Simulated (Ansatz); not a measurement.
# W2CF2 MXene monolayer in a perpendicular field, part 4 of 4

Wanted: the out-of-plane response of the W2CF2 MXene monolayer. A positive field points along +c.

Ansatz 0.2.0; plane-wave DFT, PBE-D3(BJ), Ansatz PAW (set soft_1); PAW set soft_1 (the session's first sound run).

So far. Step 13 (With spin-orbit coupling, k-mesh 12×12×1): The work function of the upper face is 4.35 eV. Step 14 (With spin-orbit coupling, k-mesh 12×12×1, field -0.2 …): The dipole is -0.0522 e·Å.

## Step 15: A changed input

This step: plane-wave DFT, PBE-D3(BJ), Ansatz PAW (set soft_1) (Ansatz 0.2.0).

A run with a changed input: it repeats the earlier run at 0.1 V/Å with scf.eigensolver.kind to davidson, basis.precision to f64 and crystal.symmetry to detect: false.

Input file input.yaml:

```yaml
crystal:
  lattice:
    - [3.2905098428, 0.0, 0.0]
    - [-1.6452549214, 2.8496651153, 0.0]
    - [0.0, 0.0, 22.5637472058]
  atoms:
    - { symbol: F, position: [0.3333333333, 0.6666666667, 0.3988699181] }
    - { symbol: W, position: [0.6666666667, 0.3333333333, 0.4589301041] }
    - { symbol: C, position: [0.0, 0.0, 0.5] }
    - { symbol: W, position: [0.3333333333, 0.6666666667, 0.5410698959] }
    - { symbol: F, position: [0.6666666667, 0.3333333333, 0.6011300819] }
  symmetry: { detect: false }
kpoints:
  mp_grid: { grid: [18, 18, 1] }
  band_path:
    path: [[0, 0, 0], [0.5, 0, 0], [0.33333333, 0.33333333, 0], [0, 0, 0]]
    npoints: 16
hamiltonian:
  xc: pbe
  dispersion: d3bj
  pseudopotentials: { kind: paw, azcp: { folder: soft_1 } }
scf:
  occupations: { method: fermi_dirac, width: 0.05 }
  convergence: { dr2_threshold: 1.0e-10 }
  eigensolver: { kind: davidson }
efield:
  axis: 3
  dipole_correction: true
  ramp_position: 0.9233
  ramp_width: 0.1533
  amplitude: 0.1
output:
  write_potential: true
  write_density: true
  volumetric_format: npy
basis:
  precision: f64
```

On the command line:

```
> ansatz run input.yaml --threads 4 --pin off --max-ram 6144MiB --backend cpu --events-out ev --progress --plain --runs-dir out
```

Numbers of over 12 decimals in the logs are rounded to 6 here.

Log:

```text
[...]
Crystal: 5 atoms, lattice volume = 211.577 Å³
Basis set: ecut = 420 eV, 4227 PW (Γ)
Bands: 28, of which v1, the nominal top of the filled ones, is band 23 counted from 1 (22 counted from 0)
Symmetry: 1 space group operations
k-points: 164 of 324 (time reversal used)
[...]
SCF iter  14: F=-22638.837417 eV  HF=-22638.837417 eV  |F-HF|=3.27e-11  |Δ(HF+E_count)|=  1.46e-10  Δρ=1.30e-7  dr2=8.27e-11  ethr=1.00e-12  p=0.026 e·Å  D=2.24e-2 V/Å  ΔV_dip=-0.50 eV  dr2_dipole=1.15e-11  V_vac-E_F(+/−)=4.97/3.64 eV  ⟨swp⟩=3.0  Hψ=8931  notcnv=0
SCF 1 converged in 14 iterations: F = -22638.837417 eV  dr2 = 8.27e-11
[...]
SCF converged after 14 iterations
Free energy (F): -22638.837417 eV
[...]
Internal energy: -22638.830472 eV  (E = F + TS)
E sigma→0 (E₀):  -22638.833945 eV
Entropy (-TS):   -0.006945 eV (-1.389 meV/atom)
Fermi energy:    1.274012 eV
Dipole field:    D = 0.022362 V/Å  (p = 0.026146 e·Å, saw-weighted, corrected)
Work function:   not extracted (applied field tilts the vacuum); planar V_es + V_field profile in the machine report
[...]
--- Band table (eV; the first three rows and the last of 164) ---
  k-point 0: bands = [... 19 lower, -4.1155, -2.1218, -2.1218, 0.7889, 1.1311, 2.2029, 2.2029, 3.1201, ... 1 higher]
  k-point 1: bands = [... 19 lower, -4.1030, -2.1489, -2.0547, 0.8172, 1.2675, 2.1082, 2.2023, 2.8555, ... 1 higher]
  k-point 2: bands = [... 19 lower, -4.0723, -2.2236, -1.8662, 0.8464, 1.5817, 1.9706, 2.2073, 2.5379, ... 1 higher]
  k-point 163: bands = [... 19 lower, -3.4613, -2.9463, 0.4647, 1.1494, 1.4569, 2.3243, 2.8796, 3.5547, ... 1 higher]
```

Wall time 60 s (4 threads of Arm Neoverse V1, shared host); peak memory 0.98 GiB; 3.9 min of CPU time.

Numbers from this step:

```
energy at zero smearing : -22638.8339 eV
dipole along the normal : 0.02615 e·Å
```

The electronic bands at the labelled points (eV, zero at the Fermi level):

```csv
point,band 20,band 21,band 22,band 23,band 24,band 25,band 26,band 27
Γ,-5.39,-3.40,-3.40,-0.49,-0.14,0.93,0.93,1.85
halfway,-5.27,-3.81,-2.31,-0.72,0.38,1.04,1.11,1.89
M,-4.74,-4.22,-0.81,-0.12,0.18,1.05,1.61,2.28
halfway,-4.83,-3.50,-1.54,-0.89,0.98,1.14,1.95,2.46
K,-4.94,-2.29,-2.06,-2.06,1.19,1.19,2.30,2.88
halfway,-5.19,-3.35,-2.72,-0.20,0.21,0.89,1.25,2.27
Γ,-5.39,-3.40,-3.40,-0.49,-0.14,0.93,0.93,1.85
```

```csv
quantity,this run,earlier run,difference
dipole along the normal (e·Å),0.02615,0.02614,3.9e-6
```

The dipole moves by under 0.5 % or 5e-5 e·Å. The run took 14 SCF cycles against 13.

Of the bands kept, 1 crosses the Fermi level on this path.

## Step 16: A changed input

Another changed input: it repeats the earlier run at 0.1 V/Å with basis.ecutrho_ratio to 8 and crystal.symmetry to detect: false.

input.yaml: that of step 15 with these lines changed.

```diff
@@ -24,3 +24,2 @@
   convergence: { dr2_threshold: 1.0e-10 }
-  eigensolver: { kind: davidson }
 efield:
@@ -36,2 +35,2 @@
 basis:
-  precision: f64
+  ecutrho_ratio: 8
```

Log:

```text
[...]
Crystal: 5 atoms, lattice volume = 211.577 Å³
Basis set: ecut = 420 eV, 4227 PW (Γ)
Bands: 28, of which v1, the nominal top of the filled ones, is band 23 counted from 1 (22 counted from 0)
Symmetry: 1 space group operations
k-points: 164 of 324 (time reversal used)
[...]
SCF iter   1: F=—  HF=-22643.095015 eV  |F-HF|=—  |Δ(HF+E_count)|=         —  Δρ=6.95e-2  dr2=1.58e1  ethr=3.10e-3  p=0.030 e·Å  D=2.55e-2 V/Å  ΔV_dip=-0.57 eV  dr2_dipole=1.33e-4  V_vac-E_F(+/−)=6.83/5.55 eV  ⟨swp⟩=9.0  Hψ=26026  notcnv=0
[...]
SCF iter  13: F=-22638.837388 eV  HF=-22638.837388 eV  |F-HF|=8.00e-11  |Δ(HF+E_count)|=  2.15e-10  Δρ=1.73e-7  dr2=4.75e-11  ethr=1.00e-12  p=0.026 e·Å  D=2.24e-2 V/Å  ΔV_dip=-0.50 eV  dr2_dipole=2.67e-12  V_vac-E_F(+/−)=4.99/3.64 eV  ⟨swp⟩=3.1  Hψ=18543  notcnv=0
SCF 1 converged in 13 iterations: F = -22638.837388 eV  dr2 = 4.75e-11
[...]
SCF converged after 13 iterations
Free energy (F): -22638.837388 eV
[...]
Internal energy: -22638.830444 eV  (E = F + TS)
E sigma→0 (E₀):  -22638.833916 eV
Entropy (-TS):   -0.006945 eV (-1.389 meV/atom)
Fermi energy:    1.274003 eV
Dipole field:    D = 0.022359 V/Å  (p = 0.026144 e·Å, saw-weighted, corrected)
Work function:   not extracted (applied field tilts the vacuum); planar V_es + V_field profile in the machine report
[...]
--- Band table (eV; the first three rows and the last of 164) ---
  k-point 0: bands = [... 19 lower, -4.1155, -2.1218, -2.1218, 0.7889, 1.1311, 2.2029, 2.2029, 3.1201, ... 1 higher]
  k-point 1: bands = [... 19 lower, -4.1030, -2.1489, -2.0547, 0.8172, 1.2675, 2.1082, 2.2023, 2.8555, ... 1 higher]
  k-point 2: bands = [... 19 lower, -4.0723, -2.2236, -1.8662, 0.8464, 1.5817, 1.9705, 2.2073, 2.5378, ... 1 higher]
  k-point 163: bands = [... 19 lower, -3.4614, -2.9463, 0.4647, 1.1494, 1.4568, 2.3244, 2.8796, 3.5547, ... 1 higher]
```

Elapsed: 45 s, on 4 threads; peak memory 1.3 GiB; 2.9 min of CPU time.

Numbers from this step:

```
dipole along the normal : 0.02614 e·Å
```

The electronic bands at the labelled points (eV, zero at the Fermi level):

(Unchanged from step 15.)

```csv
quantity,this run,earlier run,difference
dipole along the normal (e·Å),0.02614,0.02614,1.6e-6
```

The dipole moves by under 0.5 % or 5e-5 e·Å.

Of the bands kept, 1 crosses the Fermi level on this path.

## Step 17: Summary of results

| Quantity | Value |
| --- | --- |
| gap without field | none |
| work function, upper face | 4.35 eV |
| equivalent conductor thickness, atoms held | 5.04 Å |
| equivalent conductor thickness, atoms relaxed | 5.57 Å |

**Reading.** The induced dipole equals that of a perfect conductor 5.04 Å thick, while the outer atoms lie 4.56 Å apart. Letting the atoms follow the field adds 0.52 Å to the equivalent conductor thickness: the ionic part of the response. There is no gap over 0.03 eV, with or without the field. The main runs have no spin polarisation; a magnetic state could lie lower and would change these results. The field series itself is without spin-orbit coupling. The MXene's terminations sit over the metal atoms of its far layer; the site over carbon or nitrogen, which some compounds prefer, was not run.

[Logs are printed without paths, hosts, clocks, repeated set-up lines and the standing remarks that a program may print on its own settings, such as how far it seeks lower states.]

[Hosts, paths, dates, database ids (printed as entryN), source tags and the programs' standing remarks are cut or masked in the printed files.]

[Maps of the electrostatic potential energy from Ansatz leave out the sawtooth potential of an applied field or a dipole correction, so their vacuum need not be flat; planar profiles and work functions include it.]
